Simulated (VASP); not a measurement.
# Zn (Im-3m) in VASP: further runs

The runs below take Zn through single point, with LDA.

Program: VASP 6.6.1. These are calculated values, not measurements. Logs are shortened: lines on timing, memory, paths and dates and some standing lists are left out, and cuts for length are marked.

**1. The crystal as given**

Symmetry: Im-3m, No. 229, cubic system. Conventional cell: a = 3.138 Å, b = 3.138 Å, c = 3.138 Å, α = 90.00°, β = 90.00°, γ = 90.00°. Zn (site symmetry m-3m) has 8 Zn at 2.72 Å as nearest neighbours.

This isn't the form of Zn at room conditions, which is hcp.

**2. Single point, LDA**

INCAR

```
SYSTEM = Zn
PREC = Accurate
ENCUT = 340
EDIFF = 1E-7
ISMEAR = -1
SIGMA = 0.15
LREAL = .False.
LASPH = .True.
NELM = 100
ALGO = Normal
ISIF = 2
LWAVE = .False.
LCHARG = .False.
NBANDS = 12
ADDGRID = .False.
```

KPOINTS

```
Automatic mesh
0
Gamma
  15 15 15
  0 0 0
```

POSCAR

```
Zn
1.0
   -1.5690370000      1.5690370000      1.5690370000
    1.5690370000     -1.5690370000      1.5690370000
    1.5690370000      1.5690370000     -1.5690370000
Zn
1
Direct
    0.0000000000      0.0000000000      0.0000000000
```

Potentials or basis: VASP PAW LDA potentials, release 64 (Zn).

Launch:

```
$ cat potpaw_LDA.64/Zn/POTCAR > POTCAR
$ mpirun -np 1 vasp_std > vasp.out
```

OUTCAR:

```text
SYSTEM = Zn
   PREC = Accurate
   ENCUT = 340
   EDIFF = 1E-7
   ISMEAR = -1
   LREAL = .False.
   LASPH = .True.
   NELM = 100
   ISIF = 2

 Found    120 irreducible k-points:

 Following reciprocal coordinates:
            Coordinates               Weight
  0.000000  0.000000  0.000000      1.000000
  0.066667  0.000000  0.000000     12.000000
  0.133333  0.000000  0.000000     12.000000
  0.200000  0.000000  0.000000     12.000000
  0.266667  0.000000  0.000000     12.000000
  0.333333  0.000000  0.000000     12.000000
   k-points           NKPTS =    120   k-points in BZ     NKDIM =    120   number of bands    NBANDS=     12
   number of dos      NEDOS =    301   number of ions     NIONS =      1
   total plane-waves  NPLWV =   4096
   dimension x,y,z NGX =    16 NGY =   16 NGZ =   16
   dimension x,y,z NGXF=    32 NGYF=   32 NGZF=   32
   ions per type =               1
   NGX,Y,Z   is equivalent  to a cutoff of   9.79,  9.79,  9.79 a.u.
   NGXF,Y,Z  is equivalent  to a cutoff of  19.58, 19.58, 19.58 a.u.
 SYSTEM =  Zn
   PREC   = accura    normal or accurate (medium, high low for compatibility)
   ISTART =      0    job   : 0-new  1-cont  2-samecut
   ICHARG =      2    charge: 1-file 2-atom 10-const
   ISPIN  =      1    spin polarized calculation?
   LNONCOLLINEAR =      F non collinear calculations
   LSORBIT =      F    spin-orbit coupling
   LASPH  =      T    aspherical Exc in radial PAW
   ENCUT  =  340.0 eV  24.99 Ry    5.00 a.u.   4.09  4.09  4.09*2*pi/ulx,y,z
   NELM   =    100;   NELMIN=  2; NELMDL= -5     # of ELM steps
   EDIFF  = 0.1E-06   stopping-criterion for ELM
   LREAL  =      F    real-space projection
   EDIFFG = 0.1E-05   stopping-criterion for IOM
   NSW    =      0    number of steps for IOM
   IBRION =     -1    ionic relax: 0-MD 1-quasi-New 2-CG
   NFREE  =      0    steps in history (QN), initial steepest desc. (CG)
   ISIF   =      2    stress and relaxation
   ISYM   =      2    0-nonsym 1-usesym 2-fastsym
   POTIM  = 0.5000    time-step for ionic-motion
   TEBEG  =    0.0;   TEEND  =   0.0 temperature during run
   PSTRESS=    0.0 pullay stress
   NELECT =      12.0000    total number of electrons
   NUPDOWN=      -1.0000    fix difference up-down
   EMIN   =  10.00;   EMAX   =-10.00  energy-range for DOS
   EFERMI =   0.00;   METHOD = LEGACY
   ISMEAR =    -1;   SIGMA  =   0.15  broadening in eV -4-tet -1-fermi 0-gaus
   EFERMI_NEDOS =   21; number of points for ismear=-14 and -15
   IALGO  =     38    algorithm
   IMIX   =      4    mixing-type and parameters
     AMIX     =   0.40;   BMIX     =  1.00
     AMIX_MAG =   1.60;   BMIX_MAG =  1.00
  volume/ion in A,a.u.               =      15.45       104.27
  Fermi-wavevector in a.u.,A,eV,Ry     =   1.504811  2.843681 30.809811  2.264457
  Thomas-Fermi vector in A             =   2.615742
   LORBIT       =      0    0 simple, 1 ext, 2 COOP (PROOUT), +10 PAW based schemes
   GGA     = CA    functional components
   LHFCALC =     F    Hartree Fock is set to
   AEXX    =    0.0000 exact exchange contribution
   IVDW    =     0    specifies the selected vdW correction
   LEPSILON=     F    determine dielectric tensor
   LRPA    =     F    only Hartree local field effects (RPA)
 non-spin polarized calculation
  energy-cutoff  :      340.00
  volume of cell :       15.45
 maximum number of plane-waves:       236
   NGX =  9   NGY =  9   NGZ =  9

 number of electron      11.9999917 magnetization

 Free energy of the ion-electron system (eV)
  ---------------------------------------------------
  ext. energy  EPLUGINS =         0.00000000
  ---------------------------------------------------
  free energy    TOTEN  =        -1.74042237 eV

  energy without entropy =       -1.71611065  energy(sigma->0) =       -1.72826651

 E-fermi :   2.8384     XC(G=0): -11.8175

 val. band max:        2.8307142819   @ k =  -0.4000  -0.4000   0.0667
 cond. band min:       3.0118065240   @ k =  -0.4667  -0.4667   0.2000
 fundamental gap:      0.1810922421
 Fermi energy:         2.8383791303

 k-point     1 :       0.0000    0.0000    0.0000
  band No.  band energies     occupation
      1      -7.4881      2.00000
      2      -4.9602      2.00000
      3      -4.9602      2.00000
      4      -4.9602      2.00000
      5      -4.4557      2.00000
      6      -4.4557      2.00000
      7      21.5729      0.00000
      8      21.5729      0.00000
      9      21.5729      0.00000
     10      23.6940      0.00000
     11      23.6940      0.00000
     12      23.6940      0.00000

 k-point     2 :       0.0667    0.0000    0.0000
  band No.  band energies     occupation
      1      -7.3481      2.00000
      2      -4.9733      2.00000
      3      -4.9567      2.00000
      4      -4.9268      2.00000
      5      -4.4681      2.00000
      6      -4.4550      2.00000
      7      19.7600      0.00000
      8      20.6134      0.00000
      9      21.0263      0.00000
     10      22.4669      0.00000
     11      22.6463      0.00000
     12      23.3909      0.00000

 k-point     3 :       0.1333    0.0000    0.0000
  band No.  band energies     occupation
      1      -6.9380      2.00000
      2      -5.0098      2.00000
      3      -4.9430      2.00000
      4      -4.8322      2.00000
      5      -4.4965      2.00000
      6      -4.4526      2.00000
      7      16.4766      0.00000
      8      19.0090      0.00000
      9      19.7579      0.00000
     10      21.3674      0.00000
     11      21.6432      0.00000
     12      23.6192      0.00000

 k-point     4 :       0.2000    0.0000    0.0000
  band No.  band energies     occupation
      1      -6.3136      2.00000
      2      -5.0638      2.00000
      3      -4.8773      2.00000
      4      -4.6891      2.00000
      5      -4.5203      2.00000
      6      -4.4483      2.00000
      7      13.1973      0.00000
      8      17.4764      0.00000
      9      18.4429      0.00000
     10      20.2956      0.00000
     11      20.9447      0.00000
     12      24.3325      0.00000

 k-point     5 :       0.2667    0.0000    0.0000
  band No.  band energies     occupation
      1      -5.7373      2.00000
      2      -5.1255      2.00000
      3      -4.5387      2.00000
      4      -4.5188      2.00000
      5      -4.4899      2.00000
      6      -4.4422      2.00000
      7      10.0994      0.00000
      8      16.1598      0.00000
      9      17.3131      0.00000
     10      19.4538      0.00000
     11      20.3857      0.00000
     12      25.3869      0.00000

 k-point     6 :       0.3333    0.0000    0.0000
  band No.  band energies     occupation
      1      -5.5631      2.00000
      2      -5.1842      2.00000
      3      -4.5144      2.00000
      4      -4.4354      2.00000
      5      -4.3494      2.00000
      6      -3.4587      2.00000
      7       7.2263      0.00000
      8      15.1187      0.00000
      9      16.4342      0.00000
     10      18.8331      0.00000
     11      19.9772      0.00000
     12      26.7288      0.00000

 [... further k-points ...]

------------------------ aborting loop because EDIFF is reached ----------------------------------------

  FORCE on cell =-STRESS in cart. coord.  units (eV):
  Direction    XX          YY          ZZ          XY          YZ          ZX
  --------------------------------------------------------------------------------------
  -------------------------------------------------------------------------------------
  Total       -0.7973583     -0.7973583     -0.7973583      0.0000000      0.0000000     -0.0000000
  in kB      -82.6807798    -82.6807798    -82.6807798      0.0000000      0.0000000     -0.0000000
  external PRESSURE =     -82.6807798 kB  Pullay stress =       0.0000000 kB

 VOLUME and BASIS-vectors are now :
 -----------------------------------------------------------------------------
  energy-cutoff  :      340.00
  volume of cell :       15.45
      direct lattice vectors                 reciprocal lattice vectors
    -1.569037000  1.569037000  1.569037000     0.000000000  0.318666800  0.318666800
     1.569037000 -1.569037000  1.569037000     0.318666800  0.000000000  0.318666800
     1.569037000  1.569037000 -1.569037000     0.318666800  0.318666800  0.000000000

 POSITION                                       TOTAL-FORCE (eV/Angst)
 -----------------------------------------------------------------------------------
      0.00000      0.00000      0.00000        -0.000000     -0.000000     -0.000000
 -----------------------------------------------------------------------------------
    total drift:                                0.000000      0.000000     -0.000000

  FREE ENERGIE OF THE ION-ELECTRON SYSTEM (eV)
  ---------------------------------------------------
  free  energy   TOTEN  =        -1.7404223750 eV

  energy  without entropy=       -1.7161106520  energy(sigma->0) =       -1.72826651
```

Run time: 3.8 s. Hardware: 1 thread of Intel Xeon Platinum 8488C (Sapphire Rapids), shared host; peak memory 0.11 GiB.

These settings aren't checked as converged: the numbers below hold their error.

Results:

```
Free energy            : -1.7404 eV
Pressure               : -8.3 GPa
Band gap on the k mesh : none (metal or under the smearing width)
```

Caveat: the cutoff is under 1.25 times the usual one of these potentials, so pressure, stress and relaxed cells hold a basis-set (Pulay) error.

**3. Single point, LDA**

Edit INCAR of step 2 so:

```diff
@@ -2,3 +2,3 @@
 PREC = Accurate
-ENCUT = 340
+ENCUT = 460
 EDIFF = 1E-7
```

KPOINTS

```
Automatic mesh
0
Gamma
  13 13 13
  0 0 0
```

POSCAR is that of step 2.

Potentials or basis: VASP PAW LDA potentials, release 64 (Zn).

Launch:

```
$ cat potpaw_LDA.64/Zn/POTCAR > POTCAR
$ mpirun -np 1 vasp_std > vasp.out
```

Run time: 6.5 s. Hardware: 1 thread of Intel Xeon Platinum 8488C (Sapphire Rapids), shared host; peak memory 0.12 GiB.

These settings aren't checked as converged: the numbers below hold their error.

What came out:

```
Free energy            : -1.7418 eV
Pressure               : -7.9 GPa
Band gap on the k mesh : none (metal or under the smearing width)
```

**4. Single point, LDA**

Edit INCAR of step 3 so:

```diff
@@ -2,3 +2,3 @@
 PREC = Accurate
-ENCUT = 460
+ENCUT = 650
 EDIFF = 1E-7
```

KPOINTS

```
Automatic mesh
0
Gamma
  11 11 11
  0 0 0
```

POSCAR is that of step 3.

Launch:

```
$ cat potpaw_LDA.64/Zn/POTCAR > POTCAR
$ mpirun -np 1 vasp_std > vasp.out
```

Run time: 5.1 s. Hardware: 1 thread of Intel Xeon Platinum 8488C (Sapphire Rapids), shared host; peak memory 0.13 GiB.

These settings aren't checked as converged: the numbers below hold their error.

What came out:

```
Free energy            : -1.7406 eV
Pressure               : -8.4 GPa
Band gap on the k mesh : none (metal or under the smearing width)
```

**5. Single point, LDA**

Edit INCAR of step 4 so:

```diff
@@ -2,3 +2,3 @@
 PREC = Accurate
-ENCUT = 650
+ENCUT = 520
 EDIFF = 1E-7
```

KPOINTS

```
Automatic mesh
0
Gamma
  13 13 13
  0 0 0
```

POSCAR is that of step 4.

Potentials or basis: VASP PAW LDA potentials, release 64 (Zn).

Launch:

```
$ cat potpaw_LDA.64/Zn/POTCAR > POTCAR
$ mpirun -np 1 vasp_std > vasp.out
```

OUTCAR:

```text
SYSTEM = Zn
   PREC = Accurate
   ENCUT = 520
   EDIFF = 1E-7
   ISMEAR = -1
   LREAL = .False.
   LASPH = .True.
   NELM = 100
   ISIF = 2

 Found     84 irreducible k-points:

 Following reciprocal coordinates:
            Coordinates               Weight
  0.000000  0.000000  0.000000      1.000000
  0.076923  0.000000  0.000000     12.000000
  0.153846  0.000000  0.000000     12.000000
  0.230769  0.000000  0.000000     12.000000
  0.307692  0.000000  0.000000     12.000000
  0.384615  0.000000  0.000000     12.000000
   k-points           NKPTS =     84   k-points in BZ     NKDIM =     84   number of bands    NBANDS=     12
   number of dos      NEDOS =    301   number of ions     NIONS =      1
   total plane-waves  NPLWV =   8000
   dimension x,y,z NGX =    20 NGY =   20 NGZ =   20
   dimension x,y,z NGXF=    40 NGYF=   40 NGZF=   40
   ions per type =               1
   NGX,Y,Z   is equivalent  to a cutoff of  12.23, 12.23, 12.23 a.u.
   NGXF,Y,Z  is equivalent  to a cutoff of  24.47, 24.47, 24.47 a.u.
 SYSTEM =  Zn
   PREC   = accura    normal or accurate (medium, high low for compatibility)
   ISTART =      0    job   : 0-new  1-cont  2-samecut
   ICHARG =      2    charge: 1-file 2-atom 10-const
   ISPIN  =      1    spin polarized calculation?
   LNONCOLLINEAR =      F non collinear calculations
   LSORBIT =      F    spin-orbit coupling
   LASPH  =      T    aspherical Exc in radial PAW
   ENCUT  =  520.0 eV  38.22 Ry    6.18 a.u.   5.05  5.05  5.05*2*pi/ulx,y,z
   NELM   =    100;   NELMIN=  2; NELMDL= -5     # of ELM steps
   EDIFF  = 0.1E-06   stopping-criterion for ELM
   LREAL  =      F    real-space projection
   EDIFFG = 0.1E-05   stopping-criterion for IOM
   NSW    =      0    number of steps for IOM
   IBRION =     -1    ionic relax: 0-MD 1-quasi-New 2-CG
   NFREE  =      0    steps in history (QN), initial steepest desc. (CG)
   ISIF   =      2    stress and relaxation
   ISYM   =      2    0-nonsym 1-usesym 2-fastsym
   POTIM  = 0.5000    time-step for ionic-motion
   TEBEG  =    0.0;   TEEND  =   0.0 temperature during run
   PSTRESS=    0.0 pullay stress
   NELECT =      12.0000    total number of electrons
   NUPDOWN=      -1.0000    fix difference up-down
   EMIN   =  10.00;   EMAX   =-10.00  energy-range for DOS
   EFERMI =   0.00;   METHOD = LEGACY
   ISMEAR =    -1;   SIGMA  =   0.15  broadening in eV -4-tet -1-fermi 0-gaus
   EFERMI_NEDOS =   21; number of points for ismear=-14 and -15
   IALGO  =     38    algorithm
   IMIX   =      4    mixing-type and parameters
     AMIX     =   0.40;   BMIX     =  1.00
     AMIX_MAG =   1.60;   BMIX_MAG =  1.00
  volume/ion in A,a.u.               =      15.45       104.27
  Fermi-wavevector in a.u.,A,eV,Ry     =   1.504811  2.843681 30.809811  2.264457
  Thomas-Fermi vector in A             =   2.615742
   LORBIT       =      0    0 simple, 1 ext, 2 COOP (PROOUT), +10 PAW based schemes
   GGA     = CA    functional components
   LHFCALC =     F    Hartree Fock is set to
   AEXX    =    0.0000 exact exchange contribution
   IVDW    =     0    specifies the selected vdW correction
   LEPSILON=     F    determine dielectric tensor
   LRPA    =     F    only Hartree local field effects (RPA)
 non-spin polarized calculation
  energy-cutoff  :      520.00
  volume of cell :       15.45
 maximum number of plane-waves:       429
   NGX = 11   NGY = 11   NGZ = 11

 number of electron      12.0000023 magnetization

 Free energy of the ion-electron system (eV)
  ---------------------------------------------------
  ext. energy  EPLUGINS =         0.00000000
  ---------------------------------------------------
  free energy    TOTEN  =        -1.74191176 eV

  energy without entropy =       -1.71733834  energy(sigma->0) =       -1.72962505

 E-fermi :   2.8561     XC(G=0): -11.8157

 val. band max:        2.8333113555   @ k =   0.3846   0.0769   0.0769
 cond. band min:       2.8733457447   @ k =  -0.3846  -0.3846   0.0769
 fundamental gap:      0.0400343891
 Fermi energy:         2.8561293127

 k-point     1 :       0.0000    0.0000    0.0000
  band No.  band energies     occupation
      1      -7.4865      2.00000
      2      -4.9784      2.00000
      3      -4.9784      2.00000
      4      -4.9784      2.00000
      5      -4.4748      2.00000
      6      -4.4748      2.00000
      7      21.5760      0.00000
      8      21.5760      0.00000
      9      21.5760      0.00000
     10      23.6939      0.00000
     11      23.6939      0.00000
     12      23.6939      0.00000
[... 61 lines left out ...]
 k-point     6 :       0.3846    0.0000    0.0000
  band No.  band energies     occupation
      1      -5.5753      2.00000
      2      -5.2390      2.00000
      3      -4.5196      2.00000
      4      -4.4493      2.00000
      5      -4.2584      2.00000
      6      -2.3393      2.00000
      7       5.1895      0.00000
      8      14.5347      0.00000
      9      15.9487      0.00000
     10      18.4871      0.00000
     11      19.7600      0.00000
     12      27.9254      0.00000

 [... further k-points ...]

------------------------ aborting loop because EDIFF is reached ----------------------------------------

  FORCE on cell =-STRESS in cart. coord.  units (eV):
  Direction    XX          YY          ZZ          XY          YZ          ZX
  --------------------------------------------------------------------------------------
  -------------------------------------------------------------------------------------
  Total       -0.7433211     -0.7433211     -0.7433211     -0.0000000      0.0000000     -0.0000000
  in kB      -77.0774745    -77.0774745    -77.0774745     -0.0000000      0.0000000     -0.0000000
  external PRESSURE =     -77.0774745 kB  Pullay stress =       0.0000000 kB

 VOLUME and BASIS-vectors are now :
 -----------------------------------------------------------------------------
  energy-cutoff  :      520.00
  volume of cell :       15.45
      direct lattice vectors                 reciprocal lattice vectors
    -1.569037000  1.569037000  1.569037000     0.000000000  0.318666800  0.318666800
     1.569037000 -1.569037000  1.569037000     0.318666800  0.000000000  0.318666800
     1.569037000  1.569037000 -1.569037000     0.318666800  0.318666800  0.000000000

 POSITION                                       TOTAL-FORCE (eV/Angst)
 -----------------------------------------------------------------------------------
      0.00000      0.00000      0.00000        -0.000000     -0.000000      0.000000
 -----------------------------------------------------------------------------------
    total drift:                                0.000000     -0.000000      0.000000

  FREE ENERGIE OF THE ION-ELECTRON SYSTEM (eV)
  ---------------------------------------------------
  free  energy   TOTEN  =        -1.7419117573 eV

  energy  without entropy=       -1.7173383352  energy(sigma->0) =       -1.72962505
```

stdout:

```text
POSCAR found type information on POSCAR Zn
 POSCAR found :  1 types and       1 ions
 scaLAPACK will be used
 LDA part: xc-table for (Slater(with rela. corr.)+CA(PZ))
 , standard interpolation
 POSCAR, INCAR and KPOINTS ok, starting setup
 FFT: planning ... GRIDC
 FFT: planning ... GRID_SOFT
 FFT: planning ... GRID
 WAVECAR not read
 entering main loop
```

Run time: 6.5 s. Hardware: 1 thread of Intel Xeon Platinum 8488C (Sapphire Rapids), shared host; peak memory 0.12 GiB.

These settings aren't checked as converged: the numbers below hold their error.

What came out:

```
Free energy            : -1.7419 eV
Pressure               : -7.7 GPa
Band gap on the k mesh : none (metal or under the smearing width)
```

**6. Single point, LDA**

Edit INCAR of step 5 so:

```diff
@@ -2,3 +2,3 @@
 PREC = Accurate
-ENCUT = 520
+ENCUT = 460
 EDIFF = 1E-7
```

KPOINTS

```
Automatic mesh
0
Gamma
  15 15 15
  0 0 0
```

POSCAR is that of step 5.

Potentials or basis: VASP PAW LDA potentials, release 64 (Zn).

Launch:

```
$ cat potpaw_LDA.64/Zn/POTCAR > POTCAR
$ mpirun -np 1 vasp_std > vasp.out
```

It took 8.2 s on 1 thread of Intel Xeon Platinum 8488C (Sapphire Rapids), shared host; peak memory 0.13 GiB.

The run converged, but some of its settings lie outside the range that counts as converged, so its numbers aren't taken as properties of the crystal.

Results:

```yaml
Free_energy: -1.7393 eV
Pressure: -8.0 GPa
Band_gap_on_the_k_mesh: none (metal or under the smearing width)
```
